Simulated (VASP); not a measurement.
The system is Li.

```
Li
1.0
     1.78687    1.03165    4.27878
    -1.78687    1.03165    4.27878
     0.00000   -2.06330    4.27878
Li
2
Direct
  0.05770 0.05770 0.05770
  0.94230 0.94230 0.94230
```

The cell was built by a generator and needn't be a form met in nature.

| Item | Value |
| --- | --- |
| Program | VASP 6.6.1 |
| Task | relaxation of cell and atoms |
| Functional | PBE |
| Potentials or basis | VASP PAW PBE potentials, release 64 (Li_sv) |
| Cutoff | 600 eV |
| k mesh | 6 × 6 × 6 |
| Occupations | gaussian, width 0.1 eV |
| Spin | no spin polarisation |

At the start: pressure 0.6 GPa; volume 23.66 Å³/atom.

Task: Where does the relaxation end?

Result: Over 10 steps the energy falls by 1027.7 meV/atom and the volume is 20.18 Å³/atom (-14.7 %); space group R-3m (No. 166, to 0.05 Å).

Step by step:
```csv
step,energy change (eV),largest force (eV/Å),pressure (GPa),volume (Å³)
1,0.0000,4.2962,0.62,47.33
2,-1.6641,1.0863,-1.31,47.41
3,-1.8972,0.5468,-1.69,47.17
4,-2.0032,0.1358,-1.93,46.25
5,-2.0157,0.0196,-1.88,46.56
6,-2.0149,0.0505,-1.86,46.61
7,-2.0365,0.0302,-1.34,44.48
8,-2.0547,0.0093,-0.30,41.06
9,-2.0554,0.0205,0.01,40.23
10,-2.0554,0.0185,-0.03,40.35
```

Final structure:
```
CELL_PARAMETERS angstrom
1.51104 0.87240 5.10152
-1.51104 0.87240 5.10152
0.00000 -1.74480 5.10152
ATOMIC_POSITIONS crystal
Li 0.08771 0.08771 0.08771
Li 0.91229 0.91229 0.91229
```

Caveat: the cutoff is under 1.25 times the usual one of these potentials, so pressure, stress and relaxed cells hold a basis-set (Pulay) error.
